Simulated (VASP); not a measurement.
Here is a VASP 6.6.1 calculation.

INCAR

```
PREC     = Accurate       # precision mode
ENCUT    = 600            # plane-wave cutoff, eV
EDIFF    = 1E-7           # SCF threshold, eV
ISMEAR   = 1              # smearing method
SIGMA    = 0.1            # smearing width, eV
LREAL    = False          # projectors in reciprocal space
LASPH    = True           # aspherical terms in the spheres
NELM     = 80             # most SCF steps
ALGO     = Normal         # electronic algorithm
ISIF     = 3              # what is computed and relaxed
LWAVE    = False          # write WAVECAR
LCHARG   = False          # write CHGCAR
IBRION   = 2              # ionic algorithm
NSW      = 90             # ionic steps
EDIFFG   = -0.005         # ionic threshold
PSTRESS  = 53.4
```

File KPOINTS:

```
regular mesh
0
Gamma
  15 15 7
```

The input POSCAR:

```
Zr                                      
1.0
    3.0897761813     -0.0000000000      0.0000000000
   -1.5448880907      2.6758246650      0.0000000000
   -0.0000000000      0.0000000000      5.0307446795
  Zr            
     2
Direct
     0.3333333332999970    0.6666666667000030    0.2500000000000000
     0.6666666667000030    0.3333333332999970    0.7500000000000000
```

Potentials or basis: VASP PAW LDA potentials, release 64 (Zr_sv).

The run is started by

```sh
$ cat potpaw_LDA.64/Zr_sv/POTCAR > POTCAR
$ mpirun -np 1 vasp_std > vasp.out
```

Q: Predict the relaxed volume.

A: 20.79 Å³/atom.

Q: What does it give for the space group after relaxing (to 0.05 Å)?

A: P6_3/mmc (No. 194).

The path:
```tsv
step	energy change (eV)	largest force (eV/Å)	pressure (GPa)	volume (Å³)
1	0.0000	0.0000	5.30	41.59
2	0.0010	0.0000	5.39	41.56
3	0.0004	0.0000	5.34	41.58
```

Caveat: the cell is relaxed towards a set pressure, so the enthalpy falls and the energy may rise.
